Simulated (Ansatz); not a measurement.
BaO: the change of pressure with volume scale

All results are calculated (Ansatz 0.2.0). Periodic Kohn-Sham DFT of a crystal at fixed atoms, scaled to volume_scale times the given cell; pressure positive in compression, energy less spherical unpolarised free atoms, largest_vzz the field gradient of largest size among the nuclei.

The cell before it is scaled or strained (space group Fm-3m, No. 225):
```
BaO
1.0
      0.0000     2.7500     2.7500
      2.7500     0.0000     2.7500
      2.7500     2.7500     0.0000
Ba O
1 1
Direct
  0.00000 0.00000 0.00000
  0.50000 0.50000 0.50000
```

Settings of every row: method all-electron PAW; functional LDA; relativity scalar; k mesh 9x9x9; filling fermi-dirac; smearing width 0.02 eV; nucleus gaussian.

Atom start moment: 0 on all atoms.

Limits: no spin-orbit coupling on heavy atoms.

| row | volume scale | V (Å³/atom) | pressure (GPa) |
| --- | --- | --- | --- |
| 1 | 0.94 | 19.549 | 2.347 |
| 2 | 0.96 | 19.965 | 0.409 |
| 3 | 0.98 | 20.381 | -1.316 |
| 4 | 0.99 | 20.589 | -2.107 |
| 5 | 1 | 20.797 | ? |
| 6 | 1.01 | 21.005 | -3.557 |
| 7 | 1.02 | 21.213 | -4.221 |
| 8 | 1.04 | 21.629 | -5.439 |
| 9 | 1.06 | 22.045 | -6.522 |

Question: what pressure should row 5 give?

Worked fit of pressure. Take u = (V_r/V)^(2/3) − 1 with V_r = 20.797 Å³ an atom, which is twice the finite (Eulerian) strain; such expansions in the strain, on which the Birch-Murnaghan equation of state is built, carry the rest volume and the bulk modulus. The shown rows have u = 0.04212, 0.02759, 0.01356, 0.00672, -0.00661, -0.01312, -0.02581, -0.03811. Least squares give pressure = −2.8528 + 108.69 × u + 337.41 × u² + 309 × u³ GPa; a parabola predicts inner rows, each left out in turn, worse (root mean square 0.0051 against 0.00049 GPa). All shown rows lie on it to the printed digit. The pressure vanishes at u = 0.0244, or V = 20.06 Å³ an atom, and there the bulk modulus at fixed shape and fractions is B = −V dP/dV = (2/3)(1 + u) dP/du = 85.8 GPa. The withheld row has u = 0, so the fit gives −2.8528 + 108.69 × (0) + 337.41 × (0)² + 309 × (0)³ = -2.853 GPa.

The calculation gave -2.853 GPa. The fit meets it to the printed digit.
